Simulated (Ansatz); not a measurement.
# SnO (P4/nmm) in Ansatz: further runs, part 2 of 2

Ansatz 0.2.0. Earlier steps stand in the parts before.

**3. Relaxation of cell and atoms, PBEsol+D4**

input.yaml

```yaml
crystal:
  lattice:
    - [3.81369522, 0.0, 0.0]
    - [0.0, 3.81369522, 0.0]
    - [0.0, 0.0, 4.8869133]
  atoms:
    - { symbol: Sn, position: [0.5, 0.0, 0.76462614] }
    - { symbol: Sn, position: [0.0, 0.5, 0.23537386] }
    - { symbol: O, position: [0.0, 0.0, 0.0] }
    - { symbol: O, position: [0.5, 0.5, 0.0] }
hamiltonian:
  xc: pbesol
  pseudopotentials: { kind: paw }
  dispersion: d4
kpoints:
  mp_grid: { grid: [7, 7, 6] }
scf:
  occupations: { method: fermi_dirac, width: 0.05 }
output:
  forces: true
  stress: true
relax:
  f_tol: 0.01
  max_steps: 40
  cell: { stress_tol: 0.05 }
```

Potentials or basis: Ansatz PAW.

Launch:

```bash
$ ansatz run input.yaml --threads 2 --pin off --max-ram 5632MiB --backend cpu --events-out ev --progress --plain --runs-dir out
```

The program printed:

```text
Warning: RAYON_NUM_THREADS=2 ignored (pool sized by the plan → 2); use --threads N
Engine: ansatz 0.2.0, x86_64-unknown-linux-gnu
Pseudopotentials: kind: paw
Pseudopotential: Sn, paw, valence charge 14, recommended cutoff 420 eV (normal), Sn.paw.azcp
Pseudopotential: O, paw, valence charge 6, recommended cutoff 420 eV (normal), O.paw.azcp
Functional definition: PBEsol
  exchange = pbesol_x
  correlation = pbesol_c
Crystal: 4 atoms, lattice volume = 71.077 Å³
Basis set: ecut = 420 eV, 1409 PW (Γ), exchange–correlation on 54×54×72 points (8 copies of the dense FFT grid, shifted against one another)
Bands: 24, of which v1, the nominal top of the filled ones, is band 20 counted from 1 (19 counted from 0)
Symmetry: 16 space group operations
Space group: P4/nmm (ITA 129), of the structure as read, at distance tolerance 4.1e-5 Å
k-points: 40 of 294
Non-local potential: Sn, projectors of the file, l = 0: 2, l = 1: 2, l = 2: 2, l = 3: 2
Non-local potential: O, projectors of the file, l = 0: 2, l = 1: 2, l = 2: 1
PAW form: soft (Blöchl's): semilocal exchange-correlation on the pseudo side does not see the compensation charge
PAW frozen core: Sn, regenerated for the run's functional, and the local potential with it (the file was generated under x = pbe(κ = 0.804, μ = 0.2195149727645171), c = pbe(β = 0.06672455060314922))
PAW frozen core: O, regenerated for the run's functional, and the local potential with it (the file was generated under x = pbe(κ = 0.804, μ = 0.2195149727645171), c = pbe(β = 0.06672455060314922))
PAW one-centre angular grid: Sn, 590 points (default); XC on 64 Gauss nodes
PAW one-centre angular grid: O, 110 points (default); XC on 64 Gauss nodes
Initial density: superposition of atomic densities (neutral atoms: chi_scale 0, normalization atom), corrected by the library's trained network
Initial wavefunctions: pseudopotential atomic-orbital guess
Functional: x = pbesol(κ = 0.804, μ = 0.12345679012345678), c = pbesol(β = 0.046)
SCF iter   1: F=—  HF=-13022.055909 eV  |F-HF|=—  |Δ(HF+E_count)|=         —  Δρ=1.32e-2  dr2=1.02e-1  ethr=1.77e-3  ⟨swp⟩=6.0  Hψ=4393  notcnv=0
preconditioner: auto → Resta (q_TF=auto, 2.479 Å⁻¹)  ε∞=3.4  [insulator: Δε(μ)=0.280 eV  Ē_g=17.936 eV  σ=0.050 eV  W_gap=0.88  n_scr=18 (ndim 8)  ℏωp=27.9 eV  f_vac=0.021  D(μ)=0.06/eV (n_scr^D=0)  ε∞_Penn≈3.4]
SCF iter   2: F=—  HF=-13022.034268 eV  |F-HF|=—  |Δ(HF+E_count)|=   2.16e-2  Δρ=4.39e-3  dr2=1.31e-2  ethr=2.55e-4  ⟨swp⟩=2.2  Hψ=1793  notcnv=0
SCF iter   3: F=—  HF=-13022.031490 eV  |F-HF|=—  |Δ(HF+E_count)|=   2.78e-3  Δρ=1.03e-3  dr2=8.21e-4  ethr=3.29e-5  ⟨swp⟩=2.0  Hψ=1380  notcnv=0
SCF iter   4: F=—  HF=-13022.031437 eV  |F-HF|=—  |Δ(HF+E_count)|=   5.29e-5  Δρ=2.51e-4  dr2=4.58e-5  ethr=2.05e-6  ⟨swp⟩=2.0  Hψ=1734  notcnv=0
SCF iter   5: F=—  HF=-13022.031445 eV  |F-HF|=—  |Δ(HF+E_count)|=   7.60e-6  Δρ=5.04e-5  dr2=2.79e-6  ethr=1.15e-7  ⟨swp⟩=2.0  Hψ=1252  notcnv=0
SCF iter   6: F=—  HF=-13022.031446 eV  |F-HF|=—  |Δ(HF+E_count)|=   1.41e-6  Δρ=1.73e-5  dr2=2.07e-7  ethr=6.98e-9  ⟨swp⟩=2.6  Hψ=1680  notcnv=0
SCF iter   7: F=-13022.031446 eV  HF=-13022.031446 eV  |F-HF|=4.17e-9  |Δ(HF+E_count)|=   1.41e-7  Δρ=5.22e-6  dr2=2.01e-8  ethr=2.50e-10  ⟨swp⟩=5.0  Hψ=3504  notcnv=0
SCF 1 converged in 7 iterations: F = -13022.031446 eV  dr2 = 2.01e-8
relax step   1: F+E_penalty+E_count = -13022.03144635 eV  Δ(F+E_penalty+E_count) = +0.000e0 eV  max|allowed force component| = 7.759e-2 eV/Å  Δτ_max = 0.0000 Å  P = -1.865 GPa  Ω = 71.077 Å³  (7 SCF iters, dr2 threshold 1.00e-7 eV, accepted)
Crystal: 4 atoms, lattice volume = 65.501 Å³
Basis set: ecut = 420 eV, 1239 PW (Γ), exchange–correlation on 54×54×72 points (8 copies of the dense FFT grid, shifted against one another)
Initial density: handed on by an earlier stage of this run
Initial wavefunctions: those handed on with the density
iter 1 solved again at ethr=1.25e-4 eV; its pass at ethr=3.10e-3 eV (dr2=4.99e-2 eV) is discarded
SCF iter   1: F=—  HF=-13022.086950 eV  |F-HF|=—  |Δ(HF+E_count)|=         —  Δρ=8.96e-3  dr2=5.20e-2  ethr=1.25e-4  ⟨swp⟩=2.0  Hψ=5830  notcnv=0
preconditioner: auto → Kerker (q_TF=auto, 2.513 Å⁻¹)  [metal: Δε(μ)=0.073 eV  Ē_g=18.066 eV  σ=0.050 eV  W_gap=0.34  n_scr=18 (ndim 8)  ℏωp=29.0 eV  f_vac=0.004  D(μ)=0.39/eV (n_scr^D=0)]
SCF iter   2: F=—  HF=-13022.076875 eV  |F-HF|=—  |Δ(HF+E_count)|=   1.01e-2  Δρ=4.64e-3  dr2=1.67e-2  ethr=1.25e-4  ⟨swp⟩=2.2  Hψ=1285  notcnv=0
SCF iter   3: F=—  HF=-13022.072612 eV  |F-HF|=—  |Δ(HF+E_count)|=   4.26e-3  Δρ=1.50e-3  dr2=2.96e-3  ethr=4.17e-5  ⟨swp⟩=2.9  Hψ=1820  notcnv=0
SCF iter   4: F=—  HF=-13022.072000 eV  |F-HF|=—  |Δ(HF+E_count)|=   6.12e-4  Δρ=6.97e-4  dr2=4.16e-4  ethr=7.41e-6  ⟨swp⟩=2.2  Hψ=1253  notcnv=0
SCF iter   5: F=—  HF=-13022.071896 eV  |F-HF|=—  |Δ(HF+E_count)|=   1.04e-4  Δρ=2.46e-4  dr2=6.30e-5  ethr=1.04e-6  ⟨swp⟩=2.0  Hψ=1304  notcnv=0
[... 73 lines left out ...]
relax step   8: F+E_penalty+E_count = -13022.07384177 eV  Δ(F+E_penalty+E_count) = -1.764e-3 eV  max|allowed force component| = 1.233e-3 eV/Å  Δτ_max = 0.0059 Å  P = -0.004 GPa  Ω = 65.968 Å³  energy of the carried Pulay correction = +1.334e-3 eV  (6 SCF iters, dr2 threshold 2.70e-7 eV, accepted)
iter 1 solved again at ethr=8.66e-8 eV; its pass at ethr=3.10e-3 eV (dr2=3.47e-5 eV) is discarded
SCF iter   1: F=—  HF=-13022.072676 eV  |F-HF|=—  |Δ(HF+E_count)|=         —  Δρ=4.52e-5  dr2=2.35e-7  ethr=8.66e-8  ⟨swp⟩=3.3  Hψ=6936  notcnv=0
preconditioner: auto → Kerker (q_TF=auto, 2.510 Å⁻¹)  [metal: Δε(μ)=0.038 eV  Ē_g=18.158 eV  σ=0.050 eV  W_gap=0.19  n_scr=18 (ndim 8)  ℏωp=28.9 eV  f_vac=0.004  D(μ)=0.37/eV (n_scr^D=0)]
SCF iter   2: F=—  HF=-13022.072640 eV  |F-HF|=—  |Δ(HF+E_count)|=   3.63e-5  Δρ=2.23e-5  dr2=6.71e-8  ethr=5.89e-10  ⟨swp⟩=2.2  Hψ=1650  notcnv=0
SCF iter   3: F=—  HF=-13022.072640 eV  |F-HF|=—  |Δ(HF+E_count)|=   6.74e-8  Δρ=9.38e-6  dr2=1.27e-8  ethr=1.68e-10  ⟨swp⟩=1.8  Hψ=1062  notcnv=0
SCF iter   4: F=—  HF=-13022.072640 eV  |F-HF|=—  |Δ(HF+E_count)|=   1.43e-8  Δρ=9.70e-7  dr2=1.65e-9  ethr=3.18e-11  ⟨swp⟩=2.2  Hψ=1287  notcnv=0
SCF iter   5: F=—  HF=-13022.072640 eV  |F-HF|=—  |Δ(HF+E_count)|=  2.38e-10  Δρ=2.93e-7  dr2=1.17e-10  ethr=4.11e-12  ⟨swp⟩=2.6  Hψ=1323  notcnv=0
SCF iter   6: F=-13022.072640 eV  HF=-13022.072640 eV  |F-HF|=1.82e-12  |Δ(HF+E_count)|=  2.36e-11  Δρ=1.26e-7  dr2=8.61e-12  ethr=1.00e-12  ⟨swp⟩=5.0  Hψ=3752  notcnv=0
SCF 9 converged in 6 iterations: F = -13022.072640 eV  dr2 = 8.61e-12
relax step   9: F+E_penalty+E_count = -13022.07263990 eV  Δ(F+E_penalty+E_count) = +1.202e-3 eV  max|allowed force component| = 1.687e-3 eV/Å  Δτ_max = 0.0000 Å  P = -0.021 GPa  Ω = 65.968 Å³  stress off target by 4.35e-2 GPa  SCF on the basis re-selected at this cell (its energy is not comparable with the rows above)  (6 SCF iters)
basis re-selected at this cell: Δ(F+E_penalty+E_count) = +1.202e-3 eV, ΔP = -0.017 GPa vs the last step (what re-selecting the basis moved, of the pressure what is left beyond the Pulay correction that the steps carried, after the strain that the cell walked since its last selection, with what the two solves' SCF thresholds leave and, on support functions, any second-order correction that the steps lacked; it is no measure of the basis error at this ecutwfc). This SCF's stress stands 4.35e-2 GPa from its target on what of the cell is left free (relax.cell.stress_tol is 5.00e-2 GPa) and its largest allowed force component is 1.69e-3 eV/Å (relax.f_tol is 1.00e-2 eV/Å): within both
SCF converged after 6 iterations
Free energy (F): -13022.072640 eV
Harris-Foulkes:  -13022.072640 eV  (|F-HF|=1.82e-12)
Internal energy: -13022.069655 eV  (E = F + TS)
E sigma→0 (E₀):  -13022.071147 eV
Entropy (-TS):   -0.002985 eV (-0.746 meV/atom)
Fermi energy:    10.728187 eV
--- Per-component energies (eV) ---
  E_band       = -156.960235
  E_kinetic    = 724.989966
  E_local      = -2454.691933  (includes V_loc(G=0)·N_el)
  E_nonlocal   = 36.561853
  E_hartree    = 1349.827381
  E_xc         = -904.707506
  E_vxc        = -381.502900  (∫ρ·V_xc dr)
  E_paw        = -8435.837287  (= ΣΔE_a)
  E_vpaw       = -781.976741  (= ΣTr[D̂ρ^β])
  E_aug_tail   = 0.004842  (compensation charges beyond the density's cutoff)
  E_ewald      = -3338.193074
  E_disp       = -0.664152  (pairwise vdW)
  E_core_change = 0.640255  (= ΣΔE_core)
  E_smearing   = -0.002985  (= −TS)
  E_closure    = 0.000000  (closes the sum)
  Σ components = -13022.072640   (vs F -13022.072640, Δ=0.00e0)
--- Forces (eV/Å), atoms counted from 1 ---
  atom   1  Sn     0.00000000     0.00000000    -0.00168693
  atom   2  Sn     0.00000000     0.00000000     0.00168693
  atom   3  O      0.00000000     0.00000000     0.00000000
  atom   4  O      0.00000000     0.00000000    -0.00000000
  max |Σ_I F_I| component: 0.00e0 eV/Å
--- Stress (GPa, compression-positive) ---
       -0.009846       0.000000       0.000000
        0.000000      -0.009846       0.000000
        0.000000       0.000000      -0.043459
  P = ⅓ Tr σ = -0.0210 GPa (-0.210 kbar)
--- Relaxed structure (7 steps of the walk, 7 accepted, 2 SCFs on fresh bases) ---
  F+E_penalty+E_count = -13022.07263990 eV   max|allowed force component| = 1.687e-3 eV/Å   (the final SCF, on the basis selected at the relaxed cell)
  cell:  # Å, volume = 65.9675 Å³
    - [3.7815738061414033, -1.0195584141110204e-33, 0.0]
    - [-1.196872920912937e-33, 3.7815738061414033, 0.0]
    - [0.0, 0.0, 4.613015947854891]
  atoms:
    - { symbol: Sn, position: [0.5, -4.438508500383421e-37, 0.7496724134001619] }
    - { symbol: Sn, position: [-6.115278378305816e-36, 0.5, 0.250327586599838] }
    - { symbol: O, position: [4.931676111536936e-36, 1.4795028334610809e-37, 4.926243382472214e-35] }
    - { symbol: O, position: [0.5, 0.5, 9.852486764944426e-36] }
```

It took 12 s on 2 threads of Intel Xeon Platinum 8488C (Sapphire Rapids), shared host; peak memory 0.45 GiB.

What came out:

```
Free energy                            : -13022.0726 eV
Relaxed volume                         : 16.49 Å³/atom
Relaxed cell                           : a = 3.782 Å, b = 3.782 Å, c = 4.613 Å, α = 90.00°, β = 90.00°, γ = 90.00°
Space group after relaxing (to 0.05 Å) : P4/nmm (No. 129)
Energy gained by relaxing              : 10.3 meV/atom
Ionic steps                            : 9
Pressure after relaxing                : 0.0 GPa
```

Step by step:
```tsv
step	energy change (eV)	largest force (eV/Å)	volume (Å³)
1	0.0000	0.0776	71.08
2	-0.0404	0.4046	65.50
3	-0.0455	0.2619	66.13
4	-0.0500	0.0014	66.48
5	-0.0506	0.0066	66.38
6	-0.0506	0.0006	66.38
7	-0.0406	0.0025	66.38
8	-0.0424	0.0012	65.97
9	-0.0412	0.0017	65.97
```

Final structure:
```
CELL_PARAMETERS angstrom
3.78157 0.00000 0.00000
0.00000 3.78157 0.00000
0.00000 0.00000 4.61302
ATOMIC_POSITIONS crystal
Sn 0.50000 0.00000 0.74967
Sn 0.00000 0.50000 0.25033
O 0.00000 0.00000 0.00000
O 0.50000 0.50000 0.00000
```

Caveat: the plane-wave basis is chosen anew once the cell has moved, so the energies of steps on either side of that aren't comparable; the pressure holds a Pulay correction of +0.5 GPa for the finite cutoff; the PAW data sets come from PBE, with cores solved anew for the run's functional, which leaves a small shift of forces and pressure.

**4. Relaxation of cell and atoms, RPBE+D3(BJ)**

Edit input.yaml of step 3 so:

```diff
@@ -11,5 +11,5 @@
 hamiltonian:
-  xc: pbesol
+  xc: rpbe
   pseudopotentials: { kind: paw }
-  dispersion: d4
+  dispersion: d3bj
 kpoints:
@@ -21,2 +21,6 @@
   stress: true
+  write_density: true
+  write_potential: true
+  elf: true
+  volumetric_format: npy
 relax:
```

Launch:

```bash
$ ansatz run input.yaml --threads 2 --pin off --max-ram 5632MiB --backend cpu --events-out ev --progress --plain --runs-dir out
```

Run time: 14 s. Hardware: 2 threads of Intel Xeon Platinum 8488C (Sapphire Rapids), shared host; peak memory 0.45 GiB.

Results (log left out):

| Property | Result |
| --- | --- |
| Free energy | -13208.5384 eV |
| Relaxed volume | 14.07 Å³/atom |
| Relaxed cell | a = 3.666 Å, b = 3.666 Å, c = 4.187 Å, α = 90.00°, β = 90.00°, γ = 90.00° |
| Space group after relaxing (to 0.05 Å) | P4/nmm (No. 129) |
| Energy gained by relaxing | 154.4 meV/atom |
| Ionic steps | 10 |
| Pressure after relaxing | 0.0 GPa |
| Band gap on the k mesh | none (metal or under the smearing width) |

The path:
| step | energy change (eV) | largest force (eV/Å) | volume (Å³) |
| --- | --- | --- | --- |
| 1 | 0.0000 | 0.3074 | 71.08 |
| 2 | -0.3631 | 0.0507 | 64.02 |
| 3 | -0.5443 | 0.9002 | 58.49 |
| 4 | -0.6207 | 0.4738 | 55.50 |
| 5 | -0.6329 | 0.0543 | 56.44 |
| 6 | -0.6328 | 0.0082 | 56.51 |
| 7 | -0.6172 | 0.0117 | 56.51 |
| 8 | -0.6185 | 0.0039 | 56.21 |
| 9 | -0.6184 | 0.0002 | 56.27 |
| 10 | -0.6176 | 0.0003 | 56.27 |

Final structure:
```
Sn O
1.0
     3.66594    0.00000    0.00000
     0.00000    3.66594    0.00000
     0.00000    0.00000    4.18696
Sn O
2 2
Direct
  0.50000 0.00000 0.71887
  0.00000 0.50000 0.28113
  0.00000 0.00000 0.00000
  0.50000 0.50000 0.00000
```

Levels at points of the mesh, in eV from the Fermi level:
| k point | band 18 | band 19 | band 20 | band 21 | band 22 | band 23 |
| --- | --- | --- | --- | --- | --- | --- |
| (0.00, 0.00, 0.00) | -3.37 | -3.37 | 0.30 | 3.53 | 3.88 | 3.88 |
| (0.00, 0.00, -0.50) | -3.39 | -2.43 | -1.31 | 1.71 | 1.71 | 2.27 |

Caveat: the volume moved by over 15 % at a fixed basis, so the end points are rough; the plane-wave basis is chosen anew once the cell has moved, so the energies of steps on either side of that aren't comparable; the pressure holds a Pulay correction of +0.6 GPa for the finite cutoff; pairwise dispersion overbinds metals, which lowers pressure and volume; the PAW data sets come from PBE, with cores solved anew for the run's functional, which leaves a small shift of forces and pressure.

**5. Relaxation of cell and atoms, RPBE+D4**

Edit input.yaml of step 4 so:

```diff
@@ -13,3 +13,3 @@
   pseudopotentials: { kind: paw }
-  dispersion: d3bj
+  dispersion: d4
 kpoints:
@@ -21,6 +21,2 @@
   stress: true
-  write_density: true
-  write_potential: true
-  elf: true
-  volumetric_format: npy
 relax:
```

Launch:

```bash
$ ansatz run input.yaml --threads 2 --pin off --max-ram 5632MiB --backend cpu --events-out ev --progress --plain --runs-dir out
```

Run time: 11 s. Hardware: 2 threads of Intel Xeon Platinum 8488C (Sapphire Rapids), shared host; peak memory 0.42 GiB.

Results (log left out):

```
Free energy                            : -13206.1139 eV
Relaxed volume                         : 17.25 Å³/atom
Relaxed cell                           : a = 3.843 Å, b = 3.843 Å, c = 4.672 Å, α = 90.00°, β = 90.00°, γ = 90.00°
Space group after relaxing (to 0.05 Å) : P4/nmm (No. 129)
Energy gained by relaxing              : 8.9 meV/atom
Ionic steps                            : 8
Pressure after relaxing                : 0.0 GPa
```

Forces in eV/Å, atoms in the order of the input:
```
Sn   0.000  0.000  0.002
Sn   0.000  0.000 -0.002
O    0.000  0.000  0.000
O    0.000  0.000  0.000
```

Step by step:
| step | energy change (eV) | largest force (eV/Å) | volume (Å³) |
| --- | --- | --- | --- |
| 1 | 0.0000 | 0.5868 | 71.08 |
| 2 | -0.0124 | 0.6172 | 67.10 |
| 3 | -0.0357 | 0.0448 | 69.10 |
| 4 | -0.0374 | 0.0055 | 69.22 |
| 5 | -0.0380 | 0.0068 | 69.24 |
| 6 | -0.0352 | 0.0081 | 69.24 |
| 7 | -0.0361 | 0.0023 | 68.99 |
| 8 | -0.0354 | 0.0022 | 68.99 |

Final structure:
```cif
data_structure
_symmetry_space_group_name_H-M 'P 1'
_symmetry_Int_Tables_number 1
_cell_length_a 3.8426
_cell_length_b 3.8426
_cell_length_c 4.6724
_cell_angle_alpha 90.000
_cell_angle_beta 90.000
_cell_angle_gamma 90.000
_cell_volume 68.99
loop_
_atom_site_label
_atom_site_type_symbol
_atom_site_fract_x
_atom_site_fract_y
_atom_site_fract_z
_atom_site_occupancy
Sn1 Sn 0.50000 0.00000 0.75108 1
Sn2 Sn 0.00000 0.50000 0.24892 1
O1 O 0.00000 0.00000 0.00000 1
O2 O 0.50000 0.50000 0.00000 1
```

Caveat: the plane-wave basis is chosen anew once the cell has moved, so the energies of steps on either side of that aren't comparable; the pressure holds a Pulay correction of +0.4 GPa for the finite cutoff; the PAW data sets come from PBE, with cores solved anew for the run's functional, which leaves a small shift of forces and pressure.

**6. Summary**

| level | pressure (GPa) | relaxed volume (Å³/atom) |
| --- | --- | --- |
| PBEsol+D3(BJ) | 0.0 | 16.20 |
| PBEsol+D4 | 0.0 | 16.49 |
| RPBE+D3(BJ) | 0.0 | 14.07 |
| RPBE+D4 | 0.0 | 17.25 |

Alike in all rows: task relaxation of cell and atoms; potentials or basis Ansatz PAW; no spin polarisation; cell relaxed; k mesh 7 × 7 × 6; cutoff (eV) 420; smearing fermi-dirac 0.05 eV.

Caveats: the plane-wave basis is chosen anew once the cell has moved, so the energies of steps on either side of that aren't comparable; the PAW data sets come from PBE, with cores solved anew for the run's functional, which leaves a small shift of forces and pressure; the volume moved by over 15 % at a fixed basis, so the end points are rough (some runs); pairwise dispersion overbinds metals, which lowers pressure and volume (some runs).

Absolute energies hang on the potentials; compare differences alone.
